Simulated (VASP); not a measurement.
# Re (Fm-3m) in VASP: settings compared, part 2 of 2

VASP 6.6.1. Earlier steps stand in the parts before.

## 3. Relaxation of cell and atoms, r2SCAN+D3(BJ)

The input, INCAR:

```
PREC     = Accurate       # precision mode
ENCUT    = 600            # plane-wave cutoff, eV
EDIFF    = 1E-6           # SCF threshold, eV
ISMEAR   = 1              # smearing method
SIGMA    = 0.1            # smearing width, eV
LREAL    = F              # projectors in reciprocal space
LASPH    = T              # aspherical terms in the spheres
NELM     = 100            # most SCF steps
ALGO     = Normal         # electronic algorithm
ISIF     = 3              # what is computed and relaxed
LWAVE    = F              # write WAVECAR
LCHARG   = F              # write CHGCAR
METAGGA  = R2SCAN         # meta-GGA
LMIXTAU  = T            
IVDW     = 12             # dispersion correction
VDW_S6   = 1.0          
VDW_S8   = 0.78981345   
VDW_A1   = 0.49484001   
VDW_A2   = 5.73083694   
IBRION   = 2              # ionic algorithm
NSW      = 60             # ionic steps
EDIFFG   = -0.005         # ionic threshold
```

The input, KPOINTS:

```
Automatic mesh
0
Gamma
  12 12 12
```

The input, POSCAR:

```
Re
1.0
    0.0000000000      1.9750000000      1.9750000000
    1.9750000000      0.0000000000      1.9750000000
    1.9750000000      1.9750000000      0.0000000000
Re
1
Direct
    0.0000000000      0.0000000000      0.0000000000
```

Potentials or basis: VASP PAW PBE potentials, release 64 (Re).

Command:

```console
cat potpaw_PBE.64/Re/POTCAR > POTCAR
mpirun -np 1 vasp_std > vasp.out
```

OUTCAR:

```text
PREC = Accurate
   ENCUT = 600
   EDIFF = 1E-6
   ISMEAR = 1
   LREAL = F
   LASPH = T
   NELM = 100
   ISIF = 3
   METAGGA = R2SCAN
   IVDW = 12
   IBRION = 2
   NSW = 60
   EDIFFG = -0.005
 IVDW          = 12

 ion  position               nearest neighbor table
   1  0.000  0.000  0.000-

  LATTYP: Found a face centered cubic cell.
 ALAT       =     3.9500000000

  Lattice vectors:

 A1 = (   0.0000000000,   1.9750000000,   1.9750000000)
 A2 = (   1.9750000000,   0.0000000000,   1.9750000000)
 A3 = (   1.9750000000,   1.9750000000,   0.0000000000)

Analysis of symmetry for initial positions (statically):
=====================================================================
 Subroutine PRICEL returns:
 Original cell was already a primitive cell.

 Routine SETGRP: Setting up the symmetry group for a
 face centered cubic supercell.

 Subroutine GETGRP returns: Found 48 space group operations
 (whereof 48 operations were pure point group operations)
 out of a pool of 48 trial point group operations.

The static configuration has the point symmetry O_h .

Analysis of symmetry for dynamics (positions and initial velocities):
=====================================================================
 Subroutine PRICEL returns:
 Original cell was already a primitive cell.

 Routine SETGRP: Setting up the symmetry group for a
 face centered cubic supercell.

 Subroutine GETGRP returns: Found 48 space group operations
 (whereof 48 operations were pure point group operations)
 out of a pool of 48 trial point group operations.

The dynamic configuration has the point symmetry O_h .

 Subroutine INISYM returns: Found 48 space group operations
 (whereof 48 operations are pure point group operations),
 and found     1 'primitive' translations

----------------------------------------------------------------------------------------

                                     Primitive cell

  volume of cell :      15.4075

  direct lattice vectors                    reciprocal lattice vectors
     0.000000000  1.975000000  1.975000000    -0.253164557  0.253164557  0.253164557
     1.975000000  0.000000000  1.975000000     0.253164557 -0.253164557  0.253164557
     1.975000000  1.975000000  0.000000000     0.253164557  0.253164557 -0.253164557
[... 101 lines left out ...]
     AMIX     =   0.40;   BMIX     =  1.00
     AMIX_MAG =   1.60;   BMIX_MAG =  1.00
  volume/ion in A,a.u.               =      15.41       103.97
  Fermi-wavevector in a.u.,A,eV,Ry     =   1.258531  2.378278 21.550255  1.583899
  Thomas-Fermi vector in A             =   2.392135
   LORBIT       =      0    0 simple, 1 ext, 2 COOP (PROOUT), +10 PAW based schemes
   METAGGA = R2SCAN    functional components
   LHFCALC =     F    Hartree Fock is set to
   AEXX    =    0.0000 exact exchange contribution
   IVDW    =    12    specifies the selected vdW correction
   LEPSILON=     F    determine dielectric tensor
   LRPA    =     F    only Hartree local field effects (RPA)
 conjugate gradient relaxation of ions
 non-spin polarized calculation
 Methfessel and Paxton  Order N= 1 SIGMA  =   0.10
  energy-cutoff  :      600.00
  volume of cell :       15.41
 maximum number of plane-waves:       532
 NGX is ok and might be reduce to    24
   NGX = 11   NGY = 11   NGZ = 11

--------------------------------------- Ionic step        1  -------------------------------------------

 number of electron       7.0000000 magnetization

 Free energy of the ion-electron system (eV)
  ---------------------------------------------------
  ext. energy  EPLUGINS =         0.00000000
  ---------------------------------------------------
  free energy    TOTEN  =       -52.36251791 eV

  energy without entropy =      -52.36276972  energy(sigma->0) =      -52.36260184

------------------------ aborting loop because EDIFF is reached ----------------------------------------

 Edisp (eV)   -0.29336

 E8    (eV) :    -0.1196
[... 30 lines left out ...]
--------------------------------------- Ionic step        2  -------------------------------------------

 number of electron       7.0000000 magnetization

 E-fermi :  11.1777     XC(G=0): -16.4267

 val. band max:       11.0777642861   @ k =   0.2500   0.1667   0.0833
 cond. band min:      11.2648938205   @ k =   0.4167   0.3333   0.0000
 fundamental gap:      0.1871295344
 Fermi energy:        11.1777166235

 k-point     1 :       0.0000    0.0000    0.0000
  band No.  band energies     occupation
      1      -1.1464      2.00000
      2       8.2500      2.00000
      3       8.2500      2.00000
      4       8.2500      2.00000
      5      12.9448     -0.00000
      6      12.9448     -0.00000
      7      25.6603      0.00000
[... 463 lines left out ...]
--------------------------------------- Ionic step        8  -------------------------------------------

 number of electron       7.0000000 magnetization

 Free energy of the ion-electron system (eV)
  ---------------------------------------------------
  ext. energy  EPLUGINS =         0.00000000
  ---------------------------------------------------
  free energy    TOTEN  =       -52.39410164 eV

  energy without entropy =      -52.39429062  energy(sigma->0) =      -52.39416464

 E-fermi :   8.0380     XC(G=0): -15.0309

 val. band max:        7.9858038960   @ k =   0.5000   0.4167   0.0833
 cond. band min:       8.0830517006   @ k =  -0.1667   0.2500   0.0833
 fundamental gap:      0.0972478046
 Fermi energy:         8.0379736151

 k-point     1 :       0.0000    0.0000    0.0000
  band No.  band energies     occupation
      1      -2.6340      2.00000
      2       6.0095      2.00000
      3       6.0095      2.00000
      4       6.0095      2.00000
      5       9.4401     -0.00000
      6       9.4401     -0.00000
      7      22.5645      0.00000
[... 262 lines left out ...]
  FREE ENERGIE OF THE ION-ELECTRON SYSTEM (eV)
  ---------------------------------------------------
  free  energy   TOTEN  =       -52.7031415463 eV

  energy  without entropy=      -52.7033305186  energy(sigma->0) =      -52.70320454

 reached required accuracy - stopping structural energy minimisation
```

CONTCAR:

```text
Re
   1.00000000000000
    -0.0000000000000000    1.9412756391892450    1.9412756391892450
     1.9412756391892450    0.0000000000000000    1.9412756391892450
     1.9412756391892450    1.9412756391892450    0.0000000000000000
  Re
     1
Direct
     0.0000000000000000    0.0000000000000000    0.0000000000000000

  0.00000000E+00  0.00000000E+00  0.00000000E+00
```

Run time: 82 s. Hardware: 1 thread of Intel Xeon 6975P-C (Granite Rapids), shared host; peak memory 0.17 GiB.

What came out:

```yaml
Free_energy: -52.7031 eV
Relaxed_volume: 14.63 Å³/atom
Relaxed_cell: a = 2.745 Å, b = 2.745 Å, c = 2.745 Å, α = 60.00°, β = 60.00°, γ = 60.00°
Space_group_after_relaxing_to_0.05_Å: Fm-3m (No. 225)
Energy_gained_by_relaxing: 47.3 meV/atom
Ionic_steps: 8
Pressure_after_relaxing: 0.0 GPa
Band_gap_on_the_k_mesh: none (metal or under the smearing width)
Dispersion_energy_per_atom: -0.309 eV
```

Step by step:
| step | energy change (eV) | largest force (eV/Å) | pressure (GPa) | volume (Å³) |
| --- | --- | --- | --- | --- |
| 1 | 0.0000 | 0.0000 | -18.59 | 15.41 |
| 2 | 0.9989 | 0.0000 | 141.33 | 11.76 |
| 3 | -0.0468 | 0.0000 | -2.11 | 14.71 |
| 4 | -0.0472 | 0.0000 | -0.48 | 14.65 |
| 5 | -0.0473 | 0.0000 | -0.11 | 14.63 |
| 6 | -0.0473 | 0.0000 | 0.42 | 14.62 |
| 7 | -0.0470 | 0.0000 | -1.50 | 14.69 |
| 8 | -0.0473 | 0.0000 | 0.03 | 14.63 |

Final structure:
```
CELL_PARAMETERS angstrom
0.00000 1.94128 1.94128
1.94128 0.00000 1.94128
1.94128 1.94128 0.00000
ATOMIC_POSITIONS crystal
Re 0.00000 0.00000 0.00000
```

Caveat: the PAW data sets were made with another functional, which shifts forces and pressure a little; pairwise dispersion overbinds metals, which lowers pressure and volume. Spin-orbit coupling is left out, which matters for the levels of Re.

## 4. Relaxation of the atoms, r2SCAN (cell strained at random at fixed volume)

The input, run.py:

```python
from ase.calculators.vasp import Vasp
from ase.io import read
from ase.optimize import FIRE

atoms = read('POSCAR')
calc = Vasp(
    directory='calc',
    xc='r2scan',
    pp='PBE',
    setups='recommended',
    prec='Accurate',
    encut=520,
    ediff=1e-06,
    ismear=1,
    sigma=0.1,
    lreal=False,
    lasph=True,
    nelm=100,
    algo='Normal',
    isif=2,
    lwave=False,
    lcharg=False,
    lmixtau=True,
    kpts=[9, 9, 9],
    gamma=True,
)
atoms.calc = calc
opt = FIRE(atoms, trajectory='relax.traj')
converged = opt.run(fmax=0.01, steps=40)
print('converged:', converged)

print('energy (eV):', atoms.get_potential_energy())
print('free energy (eV):', atoms.get_potential_energy(force_consistent=True))
print('forces (eV/A):')
print(atoms.get_forces())
print('stress (eV/A^3, Voigt):', atoms.get_stress())
print('Fermi level (eV):', calc.get_fermi_level())
print('cell (A, degrees):', atoms.cell.cellpar())
print('volume (A^3):', atoms.get_volume())
print('scaled positions:')
print(atoms.get_scaled_positions())
```

The input, POSCAR:

```
Re
1.0
    0.0178820000      1.9301760000      1.8915320000
    2.0013790000     -0.0284400000      1.9378540000
    2.0268060000      2.0019240000     -0.0538660000
Re
1
Direct
    0.0069520000      0.0011930000     -0.0030270000
```

Command:

```console
python run.py
```

Run time: 1.7 min. Hardware: 1 thread of Intel Xeon 6975P-C (Granite Rapids), shared host; peak memory 0.17 GiB.

The run converged. Its results:

```yaml
Free_energy: -52.3180 eV
Pressure_after_relaxing: -14.1 GPa
Band_gap_on_the_k_mesh: none (metal or under the smearing width)
```

Stress tensor (GPa, compression positive):
```
-17.95  -4.90   1.13
 -4.90 -14.12  10.05
  1.13  10.05 -10.33
```

Final structure:
```
Re
1.0
     0.01788    1.93018    1.89153
     2.00138   -0.02844    1.93785
     2.02681    2.00192   -0.05387
Re
1
Cartesian
  -0.0036 0.0073 0.0156
```

Levels at points of the mesh, in eV from the Fermi level:
| k point | band 2 | band 3 | band 4 | band 5 | band 6 | band 7 |
| --- | --- | --- | --- | --- | --- | --- |
| (0.00, 0.00, 0.00) | -2.43 | -2.09 | -1.27 | 1.04 | 1.59 | 14.45 |

Caveat: the relaxation stopped at its first step, so nothing moved; the PAW data sets were made with another functional, which shifts forces and pressure a little. Spin-orbit coupling is left out, which matters for the levels of Re.

## 5. Single point, r2SCAN

The input, INCAR:

```
PREC = Accurate
ENCUT = 520
EDIFF = 1E-6
ISMEAR = -1
SIGMA = 0.05
LREAL = F
LASPH = T
NELM = 80
ALGO = Normal
ISIF = 2
LWAVE = F
LCHARG = T
METAGGA = R2SCAN
LMIXTAU = T
LELF = T
LVHAR = T
```

KPOINTS is that of step 3.

The input, POSCAR:

```
Re
1.0
    0.0000000000      1.9750000000      1.9750000000
    1.9750000000      0.0000000000      1.9750000000
    1.9750000000      1.9750000000      0.0000000000
Re
1
Direct
    0.0000000000      0.0000000000      0.0000000000
```

Command:

```console
cat potpaw_PBE.64/Re/POTCAR > POTCAR
mpirun -np 1 vasp_std > vasp.out
```

Wall time 21 s (1 thread of Intel Xeon 6975P-C (Granite Rapids), shared host); peak memory 0.15 GiB.

The run converged. Its results:

```
Free energy            : -52.3644 eV
Pressure               : -15.6 GPa
Band gap on the k mesh : none (metal or under the smearing width)
```

Levels at points of the mesh, in eV from the Fermi level:
```
           k point  band 2  band 3  band 4  band 5  band 6  band 7
(0.00, 0.00, 0.00)   -1.90   -1.90   -1.90    1.28    1.28   14.47
(0.50, 0.00, 0.00)   -2.04   -2.04    0.04    3.68    3.68    9.79
(0.50, 0.50, 0.00)   -5.90    2.63    3.68    4.35    4.35   12.51
```

Caveat: so large a pressure means that the cell lies far from this level's equilibrium, or that cutoff or potentials fall short; the potentials were made for another functional, which shifts forces and pressure.

## 6. Single point, LDA

The input, INCAR:

```
PREC = Accurate
ENCUT = 520
EDIFF = 1E-6
ISMEAR = 0
SIGMA = 0.05
LREAL = False
LASPH = True
NELM = 80
ALGO = Normal
ISIF = 2
LWAVE = False
LCHARG = False
GGA = CA
```

KPOINTS is that of step 5.

POSCAR is that of step 5.

Potentials or basis: VASP PAW LDA potentials, release 64 (Re).

Command:

```console
cat potpaw_LDA.64/Re/POTCAR > POTCAR
mpirun -np 1 vasp_std > vasp.out
```

Run time: 4.4 s. Hardware: 1 thread of Intel Xeon Platinum 8488C (Sapphire Rapids), shared host; peak memory 0.13 GiB.

The run converged. Its results:

| Item | Value |
| --- | --- |
| Free energy | -13.6233 eV |
| Pressure | -23.1 GPa |
| Band gap on the k mesh | none (metal or under the smearing width) |

Levels at points of the mesh, in eV from the Fermi level:
```tsv
k point	band 2	band 3	band 4	band 5	band 6	band 7
(0.00, 0.00, 0.00)	-1.79	-1.79	-1.79	1.17	1.17	13.97
(0.50, 0.00, 0.00)	-1.98	-1.98	0.31	3.56	3.56	9.35
(0.50, 0.50, 0.00)	-5.57	2.76	3.50	4.27	4.27	12.00
```

Caveat: so large a pressure means that the cell lies far from this level's equilibrium, or that cutoff or potentials fall short. The run has no spin-orbit coupling, so splittings on Re are missing.

## 7. The runs side by side

| task | level | potentials or basis | cell | k mesh | cutoff (eV) | smearing | optimiser | gap on the mesh (eV) | pressure (GPa) | relaxed volume (Å³/atom) |
| --- | --- | --- | --- | --- | --- | --- | --- | --- | --- | --- |
| relaxation of cell and atoms | rSCAN | VASP PAW PBE potentials, release 64 (Re) | relaxed | 12 × 12 × 12 | 600 | methfessel-paxton 0.1 eV | - | none | 0.0 | 14.74 |
| relaxation of cell and atoms | r2SCAN+D3(BJ) | VASP PAW PBE potentials, release 64 (Re) | relaxed | 12 × 12 × 12 | 600 | methfessel-paxton 0.1 eV | - | none | 0.0 | 14.63 |
| relaxation of the atoms | r2SCAN | VASP PAW PBE potentials, release 64 (Re) | atoms relaxed from: cell strained at random at fixed volume | 9 × 9 × 9 | 520 | methfessel-paxton 0.1 eV | FIRE | none | -14.1 | - |
| single point | r2SCAN | VASP PAW PBE potentials, release 64 (Re) | as given | 12 × 12 × 12 | 520 | fermi-dirac 0.05 eV | - | none | -15.6 | - |
| single point | LDA | VASP PAW LDA potentials, release 64 (Re) | as given | 12 × 12 × 12 | 520 | gaussian 0.05 eV | - | none | -23.1 | - |

Alike in all rows: no spin polarisation.

Caveats: the PAW data sets were made with another functional, which shifts forces and pressure a little (some runs); so large a pressure means that the cell lies far from this level's equilibrium, or that cutoff or potentials fall short (some runs); pairwise dispersion overbinds metals, which lowers pressure and volume (some runs); the relaxation stopped at its first step, so nothing moved (some runs); the potentials were made for another functional, which shifts forces and pressure (some runs).

Total energies depend on the potentials used, so only differences within one code and one set of settings carry meaning.
